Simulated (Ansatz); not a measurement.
A calculation with Ansatz 0.2.0 of Zn (native input, structure typed inline):

The input input.yaml:

```yaml
crystal:
  lattice:
    - [0.0, 1.964776, 1.964776]
    - [1.964776, 0.0, 1.964776]
    - [1.964776, 1.964776, 0.0]
  atoms:
    - { symbol: Zn, position: [0.0, 0.0, 0.0] }
hamiltonian:
  xc: pbe
  pseudopotentials: { kind: paw, source: jth }
kpoints:
  mp_grid: { grid: [10, 10, 10] }
scf:
  occupations: { method: fermi_dirac, width: 0.1 }
  n_extra_bands: 6
output:
  forces: true
  stress: true
  eigenvalues: true
  dos: { projected: false, de: 0.05, nscf_kmesh: { grid: [15, 15, 15] } }
```

Potentials or basis: JTH PAW.

Launch:

```console
$ ansatz run input.yaml --threads 2 --pin off --max-ram 5120MiB --backend cpu --events-out ev --progress --plain --runs-dir out
```

This isn't the form of Zn at room conditions, which is hcp.

**Question.** Write the same calculation in another form: ASE script, structure from a CIF.

**Answer.** As run:

Contents of run.py:

```python
import json

import ase.io
import numpy as np
import spglib

import ansatz as az

atoms = ase.io.read("Zn.cif")
cell, frac, numbers = spglib.find_primitive((atoms.cell[:], atoms.get_scaled_positions(), atoms.numbers), symprec=1e-5)
atoms = ase.Atoms(numbers, cell=cell, scaled_positions=frac, pbc=True)

calculation = (
    az.Crystal.from_ase(atoms)
    .calculation()
    .kpoints(10, 10, 10)
    .functional("pbe")
    .pseudopotentials(kind="paw", source="jth")
    .scf(extra_bands=6)
    .occupations(method="fermi_dirac", width=0.1)
    .density_of_states(energy_step=0.05, projected=False, nscf_kmesh=(15, 15, 15))
    .forces()
    .stress()
    .band_table(publish=True)
)
outcome = calculation.run(threads=2, events_out="events.jsonl")

report = outcome.report
for line in open("events.jsonl"):
    event = json.loads(line)
    if event["event"] == "scf_iter":
        d = event["data"]
        print(f"SCF {d['iter']:3d}  HF = {d['harris_foulkes_ev']:.6f} eV  dr2 = {d['dr2_ev']:.2e} eV")
    elif event["event"] in ("relax_step", "md_step"):
        d = event["data"]
        print(f"{event['event']} {d['step']:3d}  E = {d['lagrangian_ev']:.6f} eV")
np.set_printoptions(precision=5, suppress=True, linewidth=110)
print("converged:", report["converged"], "after", report["n_iterations"], "iterations")
print(f"free energy {report['free_energy_ev']:.6f} eV, Fermi level {report['fermi_energy_ev']:.4f} eV")
for key in ("band_edges_ev", "magnetization_mub", "site_moments_mub", "site_moments_nc_mub", "forces_ev_ang",
                "stress_gpa"):
    if report.get(key) is not None:
        print(key, np.array(report[key]), sep="\n")
```

Zn.cif

```cif
data_Zn
_cell_length_a 3.92955200
_cell_length_b 3.92955200
_cell_length_c 3.92955200
_cell_angle_alpha 90.00000000
_cell_angle_beta 90.00000000
_cell_angle_gamma 90.00000000
_space_group_name_H-M_alt 'Fm-3m'
_space_group_name_Hall '-F 4 2 3'
_space_group_IT_number 225
loop_
_space_group_symop_operation_xyz
'x,y,z'
'-x,-y,-z'
'-y,x,z'
'y,-x,-z'
'-x,-y,z'
'x,y,-z'
'y,-x,z'
'-y,x,-z'
'x,-y,-z'
'-x,y,z'
'-y,-x,-z'
'y,x,z'
'-x,y,-z'
'x,-y,z'
'y,x,-z'
'-y,-x,z'
'z,x,y'
'-z,-x,-y'
'z,-y,x'
'-z,y,-x'
'z,-x,-y'
'-z,x,y'
'z,y,-x'
'-z,-y,x'
'-z,x,-y'
'z,-x,y'
'-z,-y,-x'
'z,y,x'
'-z,-x,y'
'z,x,-y'
'-z,y,x'
'z,-y,-x'
'y,z,x'
'-y,-z,-x'
'x,z,-y'
'-x,-z,y'
'-y,z,-x'
'y,-z,x'
'-x,z,y'
'x,-z,-y'
'-y,-z,x'
'y,z,-x'
'-x,-z,-y'
'x,z,y'
'y,-z,-x'
'-y,z,x'
'x,-z,y'
'-x,z,-y'
'x,y+1/2,z+1/2'
'-x,-y+1/2,-z+1/2'
'-y,x+1/2,z+1/2'
'y,-x+1/2,-z+1/2'
'-x,-y+1/2,z+1/2'
'x,y+1/2,-z+1/2'
'y,-x+1/2,z+1/2'
'-y,x+1/2,-z+1/2'
'x,-y+1/2,-z+1/2'
'-x,y+1/2,z+1/2'
'-y,-x+1/2,-z+1/2'
'y,x+1/2,z+1/2'
[... 40 lines left out ...]
'-x+1/2,-y,z+1/2'
'x+1/2,y,-z+1/2'
'y+1/2,-x,z+1/2'
'-y+1/2,x,-z+1/2'
'x+1/2,-y,-z+1/2'
'-x+1/2,y,z+1/2'
'-y+1/2,-x,-z+1/2'
'y+1/2,x,z+1/2'
'-x+1/2,y,-z+1/2'
'x+1/2,-y,z+1/2'
'y+1/2,x,-z+1/2'
'-y+1/2,-x,z+1/2'
'z+1/2,x,y+1/2'
'-z+1/2,-x,-y+1/2'
'z+1/2,-y,x+1/2'
'-z+1/2,y,-x+1/2'
'z+1/2,-x,-y+1/2'
'-z+1/2,x,y+1/2'
'z+1/2,y,-x+1/2'
'-z+1/2,-y,x+1/2'
'-z+1/2,x,-y+1/2'
'z+1/2,-x,y+1/2'
'-z+1/2,-y,-x+1/2'
'z+1/2,y,x+1/2'
'-z+1/2,-x,y+1/2'
'z+1/2,x,-y+1/2'
'-z+1/2,y,x+1/2'
'z+1/2,-y,-x+1/2'
'y+1/2,z,x+1/2'
'-y+1/2,-z,-x+1/2'
'x+1/2,z,-y+1/2'
'-x+1/2,-z,y+1/2'
'-y+1/2,z,-x+1/2'
'y+1/2,-z,x+1/2'
'-x+1/2,z,y+1/2'
'x+1/2,-z,-y+1/2'
'-y+1/2,-z,x+1/2'
'y+1/2,z,-x+1/2'
'-x+1/2,-z,-y+1/2'
'x+1/2,z,y+1/2'
'y+1/2,-z,-x+1/2'
'-y+1/2,z,x+1/2'
'x+1/2,-z,y+1/2'
'-x+1/2,z,-y+1/2'
'x+1/2,y+1/2,z'
'-x+1/2,-y+1/2,-z'
'-y+1/2,x+1/2,z'
'y+1/2,-x+1/2,-z'
'-x+1/2,-y+1/2,z'
'x+1/2,y+1/2,-z'
'y+1/2,-x+1/2,z'
'-y+1/2,x+1/2,-z'
'x+1/2,-y+1/2,-z'
'-x+1/2,y+1/2,z'
'-y+1/2,-x+1/2,-z'
'y+1/2,x+1/2,z'
'-x+1/2,y+1/2,-z'
'x+1/2,-y+1/2,z'
'y+1/2,x+1/2,-z'
'-y+1/2,-x+1/2,z'
'z+1/2,x+1/2,y'
'-z+1/2,-x+1/2,-y'
'z+1/2,-y+1/2,x'
'-z+1/2,y+1/2,-x'
'z+1/2,-x+1/2,-y'
'-z+1/2,x+1/2,y'
'z+1/2,y+1/2,-x'
'-z+1/2,-y+1/2,x'
'-z+1/2,x+1/2,-y'
'z+1/2,-x+1/2,y'
'-z+1/2,-y+1/2,-x'
'z+1/2,y+1/2,x'
'-z+1/2,-x+1/2,y'
'z+1/2,x+1/2,-y'
'-z+1/2,y+1/2,x'
'z+1/2,-y+1/2,-x'
'y+1/2,z+1/2,x'
'-y+1/2,-z+1/2,-x'
'x+1/2,z+1/2,-y'
'-x+1/2,-z+1/2,y'
'-y+1/2,z+1/2,-x'
'y+1/2,-z+1/2,x'
'-x+1/2,z+1/2,y'
'x+1/2,-z+1/2,-y'
'-y+1/2,-z+1/2,x'
'y+1/2,z+1/2,-x'
'-x+1/2,-z+1/2,-y'
'x+1/2,z+1/2,y'
'y+1/2,-z+1/2,-x'
'-y+1/2,z+1/2,x'
'x+1/2,-z+1/2,y'
'-x+1/2,z+1/2,-y'
loop_
_atom_site_label
_atom_site_type_symbol
_atom_site_symmetry_multiplicity
_atom_site_Wyckoff_symbol
_atom_site_fract_x
_atom_site_fract_y
_atom_site_fract_z
_atom_site_occupancy
Zn1 Zn 4 a 0.0000000000 0.0000000000 0.0000000000 1
```

Potentials or basis: JTH PAW.

The run is started by

```console
$ python run.py
```

Both were run:

|  | native input, structure typed inline | ASE script, structure from a CIF |
| --- | --- | --- |
| Pressure | -0.3 GPa | -0.3 GPa |
| Band gap on the k mesh | none (metal or under the smearing width) | none (metal or under the smearing width) |
| Density of states at the Fermi level | 0.33 states/eV per cell | 0.33 states/eV per cell |

Keys that steer only the numerical path or the files written may differ.
